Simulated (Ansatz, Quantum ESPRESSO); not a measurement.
# Be chain with one Al atom in line: ballistic transmission, part 2 of 4

How well does the junction conduct in the ballistic limit? It is: Be chain with one Al atom in line.

Quantum ESPRESSO 7.5; plane-wave DFT, LDA, GBRV ultrasoft pseudopotentials; cross-check by Ansatz 0.2.0 with PAW datasets.

So far. Step 2 (Ground state): The run needed 28 iterations to bring the estimated error under 1e-07 Ry; the largest force on any atom, held or free, is 0.60 eV/Å.

**3. The open system**

Level of this step: transmission by pwcond, lead and junction from one cell; plane-wave DFT, LDA, GBRV ultrasoft pseudopotentials (Quantum ESPRESSO).

prefixt takes both regions from one run: the lead from 0 to bdl, the scattering region from bdl to bds (units of alat). ikind = 1 puts the same lead on both sides. The program's T_tot counts both spins in a run without spin; the tables below give T per spin.

cond.in reads:

```
&inputcond
  outdir = './out'
  prefixt = 'scf'
  tran_file = 'cond.dat'
  bdl = 0.5733333333
  bds = 3.1857066667
  ikind = 1
  ewind = 4.0
  epsproj = 1e-05
  nz1 = 7
  energy0 = 2.0
  denergy = -0.1
/
1
  0.00000000 0.00000000 1.00000000
41
```

On the command line:

```console
$ OMP_NUM_THREADS=1 mpirun -n 2 pwcond.x -in cond.in > cond.out
```

Log:

```text
[banner, memory and clock lines left out]
Program PWCOND v.7.5 starts

          URL

     ./out/scf.save/

     IMPORTANT: XC functional enforced from input :
     Exchange-correlation= PZ
                           (   1   1   0   0   0   0   0)
     Any further DFT definition will be discarded
     Please, verify this is what you really want

     negative rho (up, down):  1.020E-02 0.000E+00
     Reading collected, re-writing distributed wavefunctions

===== INPUT FILE containing all the regions =====

     GEOMETRY:

     lattice parameter (alat)  =      14.1729  a.u.
     the volume                =    9069.5591 (a.u.)^3
     the cross section         =     200.8724 (a.u.)^2
     l of the unit cell        =       3.1857 (alat)
     number of atoms/cell      =           11
     number of atomic types    =            2

     crystal axes: (cart. coord. in units of alat)
               a(1) = (  1.0000  0.0000  0.0000 )
               a(2) = (  0.0000  1.0000  0.0000 )
               a(3) = (  0.0000  0.0000  3.1857 )

   Cartesian axes

     site n.     atom                  positions (alat units)
          1        Be     tau(  1)=(  0.5000  0.5000  3.1857  )
          2        Be     tau(  2)=(  0.5000  0.5000  0.2867  )
          3        Be     tau(  3)=(  0.5000  0.5000  0.5733  )
          4        Be     tau(  4)=(  0.5000  0.5000  0.8600  )
          5        Be     tau(  5)=(  0.5000  0.5000  1.1467  )
          6        Al     tau(  6)=(  0.5000  0.5000  1.4495  )
          7        Be     tau(  7)=(  0.5000  0.5000  1.7524  )
          8        Be     tau(  8)=(  0.5000  0.5000  2.0390  )
          9        Be     tau(  9)=(  0.5000  0.5000  2.3257  )
         10        Be     tau( 10)=(  0.5000  0.5000  2.6124  )
         11        Be     tau( 11)=(  0.5000  0.5000  2.8990  )

     nr1s                      =           54
     nr2s                      =           54
     nr3s                      =          180
     nr1sx                     =           54
     nr2sx                     =           54
     nr3sx                     =          180
     nr1                       =           60
     nr2                       =           60
     nr3                       =          192
     nr1x                      =           60
     nr2x                      =           60
     nr3x                      =          192

 _______________________________
  Radii of nonlocal spheres:

     type       ibeta     ang. mom.          radius (alat units)
       Be         1         0                    0.1141
       Be         2         0                    0.1141
       Be         3         0                    0.1141
       Be         4         1                    0.1141
       Be         5         1                    0.1141
       Be         6         2                    0.1141
       Al         1         0                    0.1354
       Al         2         1                    0.1354
       Al         3         2                    0.1354
----- General information -----

--- T calc. with identical leads (ikind=1) ---

     nrx                       =           54
     nry                       =           54
     nz1                       =            7

     energy0               =         2.0E+00
     denergy               =        -1.0E-01
     nenergy               =         41
     ecut2d                =         3.4E+01
     ewind                 =         4.0E+00
     epsproj               =         1.0E-05

     number of k_|| points=    1
                       cryst. coord.
        k(    1) = (   0.0000000   0.0000000), wk =   1.0000000
----- Information about left/right lead -----

     nocros                   =           14
     noins                    =           14
     norb                     =           42
     norbf                    =          135
     nrz                      =           32

      iorb      type   ibeta   ang. mom.   m       position (alat)
        1        1       1        0        1   taunew(   1)=(  0.5000  0.5000  0.0000)
        2        1       2        0        1   taunew(   2)=(  0.5000  0.5000  0.0000)
        3        1       3        0        1   taunew(   3)=(  0.5000  0.5000  0.0000)
        4        1       4        1        1   taunew(   4)=(  0.5000  0.5000  0.0000)
        5        1       4        1        2   taunew(   5)=(  0.5000  0.5000  0.0000)
        6        1       4        1        3   taunew(   6)=(  0.5000  0.5000  0.0000)
        7        1       5        1        1   taunew(   7)=(  0.5000  0.5000  0.0000)
        8        1       5        1        2   taunew(   8)=(  0.5000  0.5000  0.0000)
        9        1       5        1        3   taunew(   9)=(  0.5000  0.5000  0.0000)
       10        1       6        2        1   taunew(  10)=(  0.5000  0.5000  0.0000)
       11        1       6        2        2   taunew(  11)=(  0.5000  0.5000  0.0000)
       12        1       6        2        3   taunew(  12)=(  0.5000  0.5000  0.0000)
       13        1       6        2        4   taunew(  13)=(  0.5000  0.5000  0.0000)
       14        1       6        2        5   taunew(  14)=(  0.5000  0.5000  0.0000)
       15        1       1        0        1   taunew(  15)=(  0.5000  0.5000  0.2867)
       16        1       2        0        1   taunew(  16)=(  0.5000  0.5000  0.2867)
       17        1       3        0        1   taunew(  17)=(  0.5000  0.5000  0.2867)
       18        1       4        1        1   taunew(  18)=(  0.5000  0.5000  0.2867)
       19        1       4        1        2   taunew(  19)=(  0.5000  0.5000  0.2867)
       20        1       4        1        3   taunew(  20)=(  0.5000  0.5000  0.2867)
       21        1       5        1        1   taunew(  21)=(  0.5000  0.5000  0.2867)
       22        1       5        1        2   taunew(  22)=(  0.5000  0.5000  0.2867)
       23        1       5        1        3   taunew(  23)=(  0.5000  0.5000  0.2867)
       24        1       6        2        1   taunew(  24)=(  0.5000  0.5000  0.2867)
       25        1       6        2        2   taunew(  25)=(  0.5000  0.5000  0.2867)
       26        1       6        2        3   taunew(  26)=(  0.5000  0.5000  0.2867)
       27        1       6        2        4   taunew(  27)=(  0.5000  0.5000  0.2867)
       28        1       6        2        5   taunew(  28)=(  0.5000  0.5000  0.2867)
       29        1       1        0        1   taunew(  29)=(  0.5000  0.5000  0.5733)
       30        1       2        0        1   taunew(  30)=(  0.5000  0.5000  0.5733)
       31        1       3        0        1   taunew(  31)=(  0.5000  0.5000  0.5733)
[...]
110        1       3        0        1   taunew( 110)=(  0.5000  0.5000  2.3257)
      111        1       4        1        1   taunew( 111)=(  0.5000  0.5000  2.3257)
      112        1       4        1        2   taunew( 112)=(  0.5000  0.5000  2.3257)
      113        1       4        1        3   taunew( 113)=(  0.5000  0.5000  2.3257)
      114        1       5        1        1   taunew( 114)=(  0.5000  0.5000  2.3257)
      115        1       5        1        2   taunew( 115)=(  0.5000  0.5000  2.3257)
      116        1       5        1        3   taunew( 116)=(  0.5000  0.5000  2.3257)
      117        1       6        2        1   taunew( 117)=(  0.5000  0.5000  2.3257)
      118        1       6        2        2   taunew( 118)=(  0.5000  0.5000  2.3257)
      119        1       6        2        3   taunew( 119)=(  0.5000  0.5000  2.3257)
      120        1       6        2        4   taunew( 120)=(  0.5000  0.5000  2.3257)
      121        1       6        2        5   taunew( 121)=(  0.5000  0.5000  2.3257)
      122        1       1        0        1   taunew( 122)=(  0.5000  0.5000  2.6124)
      123        1       2        0        1   taunew( 123)=(  0.5000  0.5000  2.6124)
      124        1       3        0        1   taunew( 124)=(  0.5000  0.5000  2.6124)
      125        1       4        1        1   taunew( 125)=(  0.5000  0.5000  2.6124)
      126        1       4        1        2   taunew( 126)=(  0.5000  0.5000  2.6124)
      127        1       4        1        3   taunew( 127)=(  0.5000  0.5000  2.6124)
      128        1       5        1        1   taunew( 128)=(  0.5000  0.5000  2.6124)
      129        1       5        1        2   taunew( 129)=(  0.5000  0.5000  2.6124)
      130        1       5        1        3   taunew( 130)=(  0.5000  0.5000  2.6124)
      131        1       6        2        1   taunew( 131)=(  0.5000  0.5000  2.6124)
      132        1       6        2        2   taunew( 132)=(  0.5000  0.5000  2.6124)
      133        1       6        2        3   taunew( 133)=(  0.5000  0.5000  2.6124)
      134        1       6        2        4   taunew( 134)=(  0.5000  0.5000  2.6124)
      135        1       6        2        5   taunew( 135)=(  0.5000  0.5000  2.6124)
 ngper, shell number =          545          70
 ngper, n2d =          545         142
---  E-Ef =    2.0000000  k =    0.0000000   0.0000000
---  ie =          1  ik =          1
 Nchannels of the left tip =            2
 Right moving states:
   k1(2pi/a)   k2(2pi/a)   E-Ef (eV)
   0.4672910   0.0000011   2.0000000
   0.4672910   0.0000011   2.0000000
 Left moving states:
   k1(2pi/a)   k2(2pi/a)   E-Ef (eV)
  -0.4672910   0.0000011   2.0000000
  -0.4672910   0.0000011   2.0000000

 to transmit
 Band j to band i transmissions and reflections:
    j         i     |T_ij|^2    |R_ij|^2

    1 -->     1     0.99708     0.00019
    1 -->     2     0.00000     0.00273
   Total T_j, R_j =    0.99708  0.00292

    2 -->     1     0.00000     0.00273
    2 -->     2     0.99708     0.00019
   Total T_j, R_j =    0.99708  0.00292

E-Ef(ev), T(x2 spins) =    2.0000000   3.9883184
---  E-Ef =    1.9000000  k =    0.0000000   0.0000000
---  ie =          2  ik =          1
 Nchannels of the left tip =            2
 Right moving states:
   k1(2pi/a)   k2(2pi/a)   E-Ef (eV)
   0.4532067   0.0000011   1.9000000
   0.4532067   0.0000011   1.9000000
 Left moving states:
   k1(2pi/a)   k2(2pi/a)   E-Ef (eV)
  -0.4532067   0.0000011   1.9000000
  -0.4532067   0.0000011   1.9000000

 to transmit
 Band j to band i transmissions and reflections:
    j         i     |T_ij|^2    |R_ij|^2

    1 -->     1     0.99940     0.00003
    1 -->     2     0.00000     0.00056
   Total T_j, R_j =    0.99940  0.00060

    2 -->     1     0.00000     0.00056
    2 -->     2     0.99940     0.00003
   Total T_j, R_j =    0.99940  0.00060

E-Ef(ev), T(x2 spins) =    1.9000000   3.9976091
---  E-Ef =    1.8000000  k =    0.0000000   0.0000000
---  ie =          3  ik =          1
 Nchannels of the left tip =            2
 Right moving states:
   k1(2pi/a)   k2(2pi/a)   E-Ef (eV)
   0.4387021   0.0000011   1.8000000
   0.4387021   0.0000011   1.8000000
 Left moving states:
   k1(2pi/a)   k2(2pi/a)   E-Ef (eV)
  -0.4387021   0.0000011   1.8000000
  -0.4387021   0.0000011   1.8000000

 to transmit
 Band j to band i transmissions and reflections:
    j         i     |T_ij|^2    |R_ij|^2

    1 -->     1     0.99996     0.00000
    1 -->     2     0.00000     0.00004
   Total T_j, R_j =    0.99996  0.00004

    2 -->     1     0.00000     0.00004
    2 -->     2     0.99996     0.00000
   Total T_j, R_j =    0.99996  0.00004

E-Ef(ev), T(x2 spins) =    1.8000000   3.9998326
[... further energies and points left out ...]
---  E-Ef =   -1.8000000  k =    0.0000000   0.0000000
---  ie =         39  ik =          1
 Nchannels of the left tip =            1
 Right moving states:
   k1(2pi/a)   k2(2pi/a)   E-Ef (eV)
  -0.3876461  -0.0000240  -1.8000000
 Left moving states:
   k1(2pi/a)   k2(2pi/a)   E-Ef (eV)
   0.3876460  -0.0000240  -1.8000000

 to transmit
 Band j to band i transmissions and reflections:
    j         i     |T_ij|^2    |R_ij|^2

    1 -->     1     0.96576     0.03424
   Total T_j, R_j =    0.96576  0.03424

E-Ef(ev), T(x2 spins) =   -1.8000000   1.9315236
---  E-Ef =   -1.9000000  k =    0.0000000   0.0000000
---  ie =         40  ik =          1
 Nchannels of the left tip =            1
 Right moving states:
   k1(2pi/a)   k2(2pi/a)   E-Ef (eV)
  -0.4047330  -0.0000238  -1.9000000
 Left moving states:
   k1(2pi/a)   k2(2pi/a)   E-Ef (eV)
   0.4047330  -0.0000238  -1.9000000

 to transmit
 Band j to band i transmissions and reflections:
    j         i     |T_ij|^2    |R_ij|^2

    1 -->     1     0.97840     0.02160
   Total T_j, R_j =    0.97840  0.02160

E-Ef(ev), T(x2 spins) =   -1.9000000   1.9568084
---  E-Ef =   -2.0000000  k =    0.0000000   0.0000000
---  ie =         41  ik =          1
 Nchannels of the left tip =            1
 Right moving states:
   k1(2pi/a)   k2(2pi/a)   E-Ef (eV)
  -0.4220825  -0.0000236  -2.0000000
 Left moving states:
   k1(2pi/a)   k2(2pi/a)   E-Ef (eV)
   0.4220825  -0.0000236  -2.0000000

 to transmit
 Band j to band i transmissions and reflections:
    j         i     |T_ij|^2    |R_ij|^2

    1 -->     1     0.98866     0.01134
   Total T_j, R_j =    0.98866  0.01134

E-Ef(ev), T(x2 spins) =   -2.0000000   1.9773214
   T_tot     2.00000      0.39883E+01
   T_tot     1.90000      0.39976E+01
   T_tot     1.80000      0.39998E+01
   T_tot     1.70000      0.39996E+01
   T_tot     1.60000      0.39981E+01
   T_tot     1.50000      0.39927E+01
   T_tot     1.40000      0.39762E+01
   T_tot     1.30000      0.39371E+01
   T_tot     1.20000      0.38645E+01
   T_tot     1.10000      0.37517E+01
   T_tot     1.00000      0.35891E+01
   T_tot     0.90000      0.33287E+01
   T_tot     0.80000      0.28524E+01
   T_tot     0.70000      0.20924E+01
   T_tot     0.60000      0.12778E+01
   T_tot     0.50000      0.70016E+00
   T_tot     0.40000      0.37523E+00
   T_tot     0.30000      0.24974E-01
   T_tot     0.20000      0.00000E+00
   T_tot     0.10000      0.00000E+00
   T_tot    -0.00000      0.00000E+00
   T_tot    -0.10000      0.11989E+01
   T_tot    -0.20000      0.15003E+01
   T_tot    -0.30000      0.15325E+01
   T_tot    -0.40000      0.15055E+01
   T_tot    -0.50000      0.14798E+01
   T_tot    -0.60000      0.14738E+01
   T_tot    -0.70000      0.14914E+01
   T_tot    -0.80000      0.15304E+01
   T_tot    -0.90000      0.15852E+01
   T_tot    -1.00000      0.16481E+01
   T_tot    -1.10000      0.17102E+01
   T_tot    -1.20000      0.17643E+01
   T_tot    -1.30000      0.18064E+01
   T_tot    -1.40000      0.18370E+01
   T_tot    -1.50000      0.18606E+01
   T_tot    -1.60000      0.18823E+01
   T_tot    -1.70000      0.19057E+01
   T_tot    -1.80000      0.19315E+01
   T_tot    -1.90000      0.19568E+01
   T_tot    -2.00000      0.19773E+01

Note: The following floating-point exceptions are signalling: IEEE_UNDERFLOW_FLAG
Note: The following floating-point exceptions are signalling: IEEE_UNDERFLOW_FLAG
```

It took 3 min on 2 MPI ranks of Arm Neoverse V2, shared host; peak memory 0.39 GiB.

This step gave:

```
lead channels at the Fermi level, one spin : 0
transmission at the Fermi level, one spin  : 0
conductance                                : 0 G₀
```

Per spin. Table of open channels by energy, zero at the Fermi level:

energy (eV), open channels and a bar:
```
    -2.00       1.00 ###############
    -1.90       1.00 ###############
    -1.80       1.00 ###############
    -1.70       1.00 ###############
    -1.60       1.00 ###############
    -1.50       1.00 ###############
    -1.40       1.00 ###############
    -1.20       1.00 ###############
    -1.10       1.00 ###############
    -1.00       1.00 ###############
    -0.90       1.00 ###############
    -0.80       1.00 ###############
    -0.70       1.00 ###############
    -0.60       1.00 ###############
    -0.50       1.00 ###############
    -0.40       1.00 ###############
    -0.30       1.00 ###############
    -0.20       1.00 ###############
    -0.10       1.00 ###############
     0.00       0.00 
     0.10       0.00 
     0.20       0.00 
     0.30       2.00 ##############################
     0.40       2.00 ##############################
     0.50       2.00 ##############################
     0.60       2.00 ##############################
     0.70       2.00 ##############################
     0.80       2.00 ##############################
     0.90       2.00 ##############################
     1.00       2.00 ##############################
     1.10       2.00 ##############################
     1.20       2.00 ##############################
     1.40       2.00 ##############################
     1.50       2.00 ##############################
     1.60       2.00 ##############################
     1.70       2.00 ##############################
     1.80       2.00 ##############################
     1.90       2.00 ##############################
     2.00       2.00 ##############################
```

Per spin. Table of transmission by energy, zero at the Fermi level:

```csv
energy (eV),transmission
-2.00,0.989
-1.90,0.978
-1.80,0.966
-1.70,0.953
-1.60,0.941
-1.50,0.930
-1.40,0.919
-1.20,0.882
-1.10,0.855
-1.00,0.824
-0.90,0.793
-0.80,0.765
-0.70,0.746
-0.60,0.737
-0.50,0.740
-0.40,0.753
-0.30,0.766
-0.20,0.750
-0.10,0.599
0.00,0
0.10,0
0.20,0
0.30,0.0125
0.40,0.188
0.50,0.350
0.60,0.639
0.70,1.05
0.80,1.43
0.90,1.66
1.00,1.79
1.10,1.88
1.20,1.93
1.40,1.99
1.50,2.00
1.60,2.00
1.70,2.00
1.80,2.00
1.90,2.00
2.00,1.99
```

The program's own clock; routines nest. Time by routine:

```csv
routine,wall time (s),calls
PWCOND,179.6,1
scatter_forw,151.7,82
local,12.59,1
compbs,12.45,41
compbs_2,10.17,41
init,0.85,1
poten,0.07,1
```

At no point does T exceed the number of channels.

[end of part 2 of 4]

[Logs are printed without paths, hosts, clocks, repeated set-up lines and the standing remarks that a program may print on its own settings, such as how far it seeks lower states.]

[Hosts, paths, dates, database ids (printed as entryN), source tags and the programs' standing remarks are cut or masked in the printed files.]

[Maps of the electrostatic potential energy from Ansatz leave out the sawtooth potential of an applied field or a dipole correction, so their vacuum need not be flat; planar profiles and work functions include it.]
